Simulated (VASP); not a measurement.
# P in VASP: further runs

Runs on P. Level: PBE+D3(BJ). Tasks: relaxation of cell and atoms.

Everything below comes from runs of VASP 6.6.1. Logs are shortened: lines on timing, memory, paths and dates and some standing lists are left out, and cuts for length are marked.

## (1) Starting point

The cell holds a slab with vacuum, 4 atoms: a = 3.316 Å, b = 4.379 Å, c = 20.131 Å, α = 90.00°, β = 90.00°, γ = 90.00°.

The slab is cut from a database's or a generator's crystal, which needn't be the stable form of the element.

## (2) Relaxation of cell and atoms, PBE+D3(BJ)

File INCAR:

```
SYSTEM = P
PREC     = Accurate       ! precision mode
ENCUT    = 600            ! plane-wave cutoff, eV
EDIFF    = 1E-6           ! SCF threshold, eV
ISMEAR   = 0              ! smearing method
SIGMA    = 0.03           ! smearing width, eV
LREAL    = .False.        ! projectors in reciprocal space
LASPH    = .True.         ! aspherical terms in the spheres
NELM     = 80             ! most SCF steps
ALGO     = Normal         ! electronic algorithm
ISIF     = 3              ! what is computed and relaxed
LWAVE    = .False.        ! write WAVECAR
LCHARG   = .False.        ! write CHGCAR
GGA      = PE             ! functional
IVDW     = 12             ! dispersion correction
IBRION   = 2              ! ionic algorithm
NSW      = 90             ! ionic steps
EDIFFG   = -0.01          ! ionic threshold
LATTICE_CONSTRAINTS= .TRUE. .TRUE. .FALSE.
KPAR     = 2
```

File KPOINTS:

```
Automatic mesh
0
Gamma
  10 8 1
  0 0 0
```

File POSCAR:

```
P
1.0
    3.3164000000      0.0000000000      0.0000000000
    0.0000000000      4.3793000000      0.0000000000
    0.0000000000      0.0000000000     20.1307681600
P
4
Direct
    0.0000000000      0.5806800000      0.4470768300
    0.5000000000      0.9193200000      0.4470768300
    0.5000000000      0.0806800000      0.5529231700
    0.0000000000      0.4193200000      0.5529231700
```

Potentials or basis: VASP PAW PBE potentials, release 64 (P).

Started as:

```bash
$ cat potpaw_PBE.64/P/POTCAR > POTCAR
$ mpirun -np 2 vasp_std > vasp.out
```

OUTCAR:

```text
SYSTEM = P
   PREC = Accurate
   ENCUT = 600
   EDIFF = 1E-6
   ISMEAR = 0
   LREAL = .False.
   LASPH = .True.
   NELM = 80
   ISIF = 3
   GGA = PE
   IVDW = 12
   IBRION = 2
   NSW = 90
   EDIFFG = -0.01
 IVDW          = 12

 ion  position               nearest neighbor table
   1  0.000  0.581  0.447-   2 2.22   2 2.22   4 2.24
   2  0.500  0.919  0.447-   1 2.22   1 2.22   3 2.24
   3  0.500  0.081  0.553-   4 2.22   4 2.22   2 2.24
   4  0.000  0.419  0.553-   3 2.22   3 2.22   1 2.24

  LATTYP: Found a simple orthorhombic cell.
 ALAT       =     3.3164000000
 B/A-ratio  =     1.3204981305
 C/A-ratio  =     6.0700663852

  Lattice vectors:

 A1 = (   3.3164000000,   0.0000000000,   0.0000000000)
 A2 = (   0.0000000000,   4.3793000000,   0.0000000000)
 A3 = (   0.0000000000,   0.0000000000,  20.1307681600)

Analysis of symmetry for initial positions (statically):
=====================================================================
 Subroutine PRICEL returns:
 Original cell was already a primitive cell.

 Routine SETGRP: Setting up the symmetry group for a
 simple orthorhombic supercell.

 Subroutine GETGRP returns: Found  8 space group operations
 (whereof  4 operations were pure point group operations)
 out of a pool of  8 trial point group operations.

The static configuration has the point symmetry C_2h.
 The point group associated with its full space group is D_2h.

Analysis of symmetry for dynamics (positions and initial velocities):
=====================================================================
 Subroutine PRICEL returns:
 Original cell was already a primitive cell.

 Routine SETGRP: Setting up the symmetry group for a
 simple orthorhombic supercell.

 Subroutine GETGRP returns: Found  8 space group operations
 (whereof  4 operations were pure point group operations)
 out of a pool of  8 trial point group operations.

The dynamic configuration has the point symmetry C_2h.
 The point group associated with its full space group is D_2h.

 Subroutine INISYM returns: Found  8 space group operations
 (whereof  4 operations are pure point group operations),
 and found     1 'primitive' translations

----------------------------------------------------------------------------------------

                                     Primitive cell

  volume of cell :     292.3694

  direct lattice vectors                    reciprocal lattice vectors
     3.316400000  0.000000000  0.000000000     0.301531781  0.000000000  0.000000000
     0.000000000  4.379300000  0.000000000     0.000000000  0.228346996  0.000000000
     0.000000000  0.000000000 20.130768160     0.000000000  0.000000000  0.049675203

  length of vectors
     3.316400000  4.379300000 20.130768160     0.301531781  0.228346996  0.049675203
[... 86 lines left out ...]
   LREAL  =      F    real-space projection
   EDIFFG = -.1E-01   stopping-criterion for IOM
   NSW    =     90    number of steps for IOM
   IBRION =      2    ionic relax: 0-MD 1-quasi-New 2-CG
   NFREE  =      1    steps in history (QN), initial steepest desc. (CG)
   ISIF   =      3    stress and relaxation
   ISYM   =      2    0-nonsym 1-usesym 2-fastsym
   POTIM  = 0.5000    time-step for ionic-motion
   TEBEG  =    0.0;   TEEND  =   0.0 temperature during run
   PSTRESS=    0.0 pullay stress
   NELECT =      20.0000    total number of electrons
   NUPDOWN=      -1.0000    fix difference up-down
   EMIN   =  10.00;   EMAX   =-10.00  energy-range for DOS
   EFERMI =   0.00;   METHOD = LEGACY
   ISMEAR =     0;   SIGMA  =   0.03  broadening in eV -4-tet -1-fermi 0-gaus
   EFERMI_NEDOS =   21; number of points for ismear=-14 and -15
   IALGO  =     38    algorithm
   IMIX   =      4    mixing-type and parameters
     AMIX     =   0.40;   BMIX     =  1.00
     AMIX_MAG =   1.60;   BMIX_MAG =  1.00
  volume/ion in A,a.u.               =      73.09       493.25
  Fermi-wavevector in a.u.,A,eV,Ry     =   0.669536  1.265240  6.099206  0.448279
  Thomas-Fermi vector in A             =   1.744781
   LORBIT       =      0    0 simple, 1 ext, 2 COOP (PROOUT), +10 PAW based schemes
   GGA     = PE    functional components
   LHFCALC =     F    Hartree Fock is set to
   AEXX    =    0.0000 exact exchange contribution
   IVDW    =    12    specifies the selected vdW correction
   LEPSILON=     F    determine dielectric tensor
   LRPA    =     F    only Hartree local field effects (RPA)
 conjugate gradient relaxation of ions
 non-spin polarized calculation
 Gauss-broadening in eV      SIGMA  =   0.03
  energy-cutoff  :      600.00
  volume of cell :      292.37
 maximum number of plane-waves:      9806
 NGX is ok and might be reduce to    28
   NGX = 13   NGY = 17   NGZ = 81

--------------------------------------- Ionic step        1  -------------------------------------------

 number of electron      19.9999999 magnetization

 Free energy of the ion-electron system (eV)
  ---------------------------------------------------
  ext. energy  EPLUGINS =         0.00000000
  ---------------------------------------------------
  free energy    TOTEN  =       -21.44025231 eV

  energy without entropy =      -21.44025231  energy(sigma->0) =      -21.44025231

------------------------ aborting loop because EDIFF is reached ----------------------------------------

 Edisp (eV)   -0.99784

 E8    (eV) :    -0.4046
[... 243 lines left out ...]
--------------------------------------- Ionic step        7  -------------------------------------------

 number of electron      19.9999998 magnetization

 Free energy of the ion-electron system (eV)
  ---------------------------------------------------
  ext. energy  EPLUGINS =         0.00000000
  ---------------------------------------------------
  free energy    TOTEN  =       -21.44936393 eV

  energy without entropy =      -21.44936393  energy(sigma->0) =      -21.44936393

 E-fermi :  -1.9477     XC(G=0):  -3.0845

 val. band max:       -2.0723030802   @ k =   0.0000   0.0000   0.0000
 cond. band min:      -1.3215427486   @ k =   0.0000   0.0000   0.0000
 fundamental gap:      0.7507603316
 Fermi energy:        -1.9477083978

 k-point     1 :       0.0000    0.0000    0.0000
  band No.  band energies     occupation
      1     -17.2497      2.00000
      2     -14.6288      2.00000
      3     -11.1104      2.00000
      4      -7.8722      2.00000
      5      -6.7822      2.00000
      6      -6.6147      2.00000
      7      -5.5429      2.00000
      8      -3.9404      2.00000
      9      -3.8432      2.00000
     10      -2.0723      2.00000
     11      -1.3215      0.00000
     12      -0.5024      0.00000
     13       0.6683      0.00000
     14       1.3956      0.00000
[... 377 lines left out ...]
      1     -14.0470      2.00000
      2     -14.0470      2.00000
      3     -11.8457      2.00000
      4     -11.8457      2.00000
      5      -7.2996      2.00000
      6      -7.2996      2.00000
      7      -6.4976      2.00000
      8      -6.4976      2.00000
      9      -3.4106      2.00000
     10      -3.4106      2.00000
     11       0.3735      0.00000
     12       0.3735      0.00000
     13       1.3775      0.00000
     14       1.3775      0.00000

 [... further k-points ...]

------------------------ aborting loop because EDIFF is reached ----------------------------------------

 Edisp (eV)   -0.99206

 E8    (eV) :    -0.4023
[... 27 lines left out ...]
  FREE ENERGIE OF THE ION-ELECTRON SYSTEM (eV)
  ---------------------------------------------------
  free  energy   TOTEN  =       -22.4414276541 eV

  energy  without entropy=      -22.4414276541  energy(sigma->0) =      -22.44142765

 reached required accuracy - stopping structural energy minimisation
```

It took 3.2 min on 2 MPI ranks of Intel Xeon Platinum 8488C (Sapphire Rapids), shared host; peak memory 0.47 GiB.

Results:

| Property | Result |
| --- | --- |
| Free energy | -22.4414 eV |
| Relaxed volume | 73.55 Å³/atom |
| Relaxed cell | a = 3.292 Å, b = 4.439 Å, c = 20.131 Å, α = 90.00°, β = 90.00°, γ = 90.00° |
| Space group after relaxing (to 0.05 Å) | Pmna (No. 53) |
| Energy gained by relaxing | 0.8 meV/atom |
| Ionic steps | 7 |
| Largest force after relaxing | 0.003 eV/Å |
| Band gap on the k mesh | 0.75 eV, direct |
| Dispersion energy per atom | -0.248 eV |

Forces in eV/Å, atoms in the order of the input:
```
P    0.000 -0.001  0.003
P    0.000  0.001  0.003
P    0.000 -0.001 -0.003
P    0.000  0.001 -0.003
```

Step by step:
| step | energy change (eV) | largest force (eV/Å) | pressure (GPa) | volume (Å³) |
| --- | --- | --- | --- | --- |
| 1 | 0.0000 | 0.0642 | -0.13 | 292.37 |
| 2 | -0.0015 | 0.0177 | 0.08 | 290.77 |
| 3 | -0.0015 | 0.0183 | 0.04 | 291.02 |
| 4 | -0.0022 | 0.0365 | 0.03 | 291.65 |
| 5 | -0.0023 | 0.0625 | 0.02 | 292.01 |
| 6 | -0.0028 | 0.0421 | 0.01 | 292.72 |
| 7 | -0.0033 | 0.0035 | -0.01 | 294.21 |

Final structure:
```
P
1.0
     3.29235    0.00000    0.00000
     0.00000    4.43912    0.00000
     0.00000    0.00000   20.13077
P
4
Direct
  0.00000 0.58291 0.44739
  0.50000 0.91709 0.44739
  0.50000 0.08291 0.55261
  0.00000 0.41709 0.55261
```

Levels at points of the mesh, in eV from the valence-band top:
| k point | band 7 | band 8 | band 9 | band 10 | band 11 | band 12 | band 13 | band 14 |
| --- | --- | --- | --- | --- | --- | --- | --- | --- |
| (0.00, 0.00, 0.00) | -3.47 | -1.87 | -1.77 | 0.00 | 0.75 | 1.57 | 2.74 | 3.47 |
| (0.50, 0.00, 0.00) | -2.75 | -2.75 | -2.04 | -2.04 | 1.31 | 1.31 | 1.97 | 1.97 |
| (0.00, 0.50, 0.00) | -2.57 | -2.57 | -1.05 | -1.05 | 2.12 | 2.12 | 3.50 | 3.50 |
| (0.50, 0.50, 0.00) | -4.87 | -4.87 | -1.31 | -1.31 | 2.42 | 2.42 | 4.27 | 4.27 |

As with any semilocal functional, this PBE gap is likely too small. Zero-point motion and thermal expansion aren't in these numbers.

## (3) Relaxation of cell and atoms, PBE+D3(BJ)

This run uses another cell than the first one, of 73.55 Å³/atom, 1.006 times its volume.

Edit INCAR of step 2 so:

```diff
@@ -3,3 +3,3 @@
 ENCUT    = 600            ! plane-wave cutoff, eV
-EDIFF    = 1E-6           ! SCF threshold, eV
+EDIFF    = 1E-7           ! SCF threshold, eV
 ISMEAR   = 0              ! smearing method
@@ -17,3 +17,3 @@
 NSW      = 90             ! ionic steps
-EDIFFG   = -0.01          ! ionic threshold
+EDIFFG   = -0.005         ! ionic threshold
 LATTICE_CONSTRAINTS= .TRUE. .TRUE. .FALSE.
```

KPOINTS is that of step 2.

File POSCAR:

```
P                                       
1.0
    3.2923500407      0.0000000000      0.0000000000
    0.0000000000      4.4391240723      0.0000000000
    0.0000000000      0.0000000000     20.1307681600
  P             
     4
Direct
     0.0000000000000000    0.5829074213473228    0.4473896877317540
     0.5000000000000000    0.9170925786526772    0.4473896877317540
     0.5000000000000000    0.0829074213473229    0.5526103122682460
     0.0000000000000000    0.4170925786526771    0.5526103122682460
```

Potentials or basis: VASP PAW PBE potentials, release 64 (P).

Started as:

```bash
$ cat potpaw_PBE.64/P/POTCAR > POTCAR
$ mpirun -np 2 vasp_std > vasp.out
```

OUTCAR:

```text
SYSTEM = P
   PREC = Accurate
   ENCUT = 600
   EDIFF = 1E-7
   ISMEAR = 0
   LREAL = .False.
   LASPH = .True.
   NELM = 80
   ISIF = 3
   GGA = PE
   IVDW = 12
   IBRION = 2
   NSW = 90
   EDIFFG = -0.005
 IVDW          = 12

 ion  position               nearest neighbor table
   1  0.000  0.583  0.447-   2 2.22   2 2.22   4 2.24
   2  0.500  0.917  0.447-   1 2.22   1 2.22   3 2.24
   3  0.500  0.083  0.553-   4 2.22   4 2.22   2 2.24
   4  0.000  0.417  0.553-   3 2.22   3 2.22   1 2.24

[... 619 lines left out ...]
  --------------------------------------------------------------------------------------
  -------------------------------------------------------------------------------------
  Total      -0.00838     0.00169    -0.02531     0.00000     0.00000     0.00000
  in kB      -0.04563     0.00919    -0.13781     0.00000     0.00000     0.00000
  external pressure =       -0.06 kB  Pullay stress =        0.00 kB

 VOLUME and BASIS-vectors are now :
 -----------------------------------------------------------------------------
  energy-cutoff  :      600.00
  volume of cell :      294.21
      direct lattice vectors                 reciprocal lattice vectors
     3.292350041  0.000000000  0.000000000     0.303734411  0.000000000  0.000000000
     0.000000000  4.439124072  0.000000000     0.000000000  0.225269667  0.000000000
     0.000000000  0.000000000 20.130768160     0.000000000  0.000000000  0.049675203

 POSITION                                       TOTAL-FORCE (eV/Angst)
 -----------------------------------------------------------------------------------
      0.00000      2.58760      9.00630        -0.000000     -0.001155      0.003364
      1.64618      4.07109      9.00630        -0.000000      0.001155      0.003364
      1.64618      0.36804     11.12447         0.000000     -0.001155     -0.003364
      0.00000      1.85153     11.12447        -0.000000      0.001155     -0.003364
 -----------------------------------------------------------------------------------
    total drift:                               -0.000000      0.000000     -0.000000

  FREE ENERGIE OF THE ION-ELECTRON SYSTEM (eV)
  ---------------------------------------------------
  free  energy   TOTEN  =       -22.4414933370 eV

  energy  without entropy=      -22.4414933369  energy(sigma->0) =      -22.44149334

 reached required accuracy - stopping structural energy minimisation
```

Wall time 78 s (2 MPI ranks of Intel Xeon Platinum 8488C (Sapphire Rapids), shared host); peak memory 0.41 GiB.

What came out:

* Free energy: -22.4415 eV
* Largest force after relaxing: 0.004 eV/Å
* Band gap on the k mesh: 0.75 eV, direct
* Dispersion energy per atom: -0.248 eV

Forces in eV/Å, atoms in the order of the input:
```
P    0.000 -0.001  0.003
P    0.000  0.001  0.003
P    0.000 -0.001 -0.003
P    0.000  0.001 -0.003
```

Final structure:
```
P
1.0
     3.29235    0.00000    0.00000
     0.00000    4.43912    0.00000
     0.00000    0.00000   20.13077
P
4
Direct
  0.00000 0.58291 0.44739
  0.50000 0.91709 0.44739
  0.50000 0.08291 0.55261
  0.00000 0.41709 0.55261
```

Caveat: the relaxation stopped at its first step, so nothing moved. Expect the measured gap to be larger: semilocal functionals such as PBE lack the derivative discontinuity.
